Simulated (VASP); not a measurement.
A run of VASP 6.6.1 is set up as follows.

File INCAR:

```
PREC     = Accurate       # precision mode
ENCUT    = 300            # plane-wave cutoff, eV
EDIFF    = 1E-7           # SCF threshold, eV
ISMEAR   = 0              # smearing method
SIGMA    = 0.03           # smearing width, eV
LREAL    = False          # projectors in reciprocal space
LASPH    = True           # aspherical terms in the spheres
NELM     = 80             # most SCF steps
ALGO     = Fast           # electronic algorithm
ISIF     = 2              # what is computed and relaxed
LWAVE    = False          # write WAVECAR
LCHARG   = False          # write CHGCAR
GGA      = PE             # functional
IBRION   = 2              # ionic algorithm
NSW      = 40             # ionic steps
EDIFFG   = -0.01          # ionic threshold
KPAR     = 2
```

Contents of KPOINTS:

```
Automatic mesh
0
Gamma
  3 3 3
```

File POSCAR:

```
Cu2O                                    
1.0
    4.3685008885      0.0000000000     -0.0000000000
    0.0000000000      4.3685008885      0.0000000000
   -0.0000000000      0.0000000000      4.3685008885
  Cu              O             
     4     2
Direct
     0.2500000000000000    0.2500000000000000    0.2500000000000000
     0.2500000000000000    0.7500000000000000    0.7500000000000000
     0.7500000000000000    0.7500000000000000    0.2500000000000000
     0.7500000000000000    0.2500000000000000    0.7500000000000000
     0.0000000000000000    0.0000000000000000    0.0000000000000000
     0.5000000000000000    0.5000000000000000    0.5000000000000000
```

Potentials or basis: VASP PAW PBE potentials, release 64 (Cu, O_s).

The run is started by

```bash
$ cat potpaw_PBE.64/Cu/POTCAR potpaw_PBE.64/O_s/POTCAR > POTCAR
$ mpirun -np 2 vasp_std > vasp.out
```

(1) Estimate the band gap on the k mesh.

Answers

(1) 0.38 eV, direct.

Caveat: the k mesh is coarse (spacing up to 0.48 Å⁻¹), so the values aren't converged; the relaxation stopped at its first step, so nothing moved.
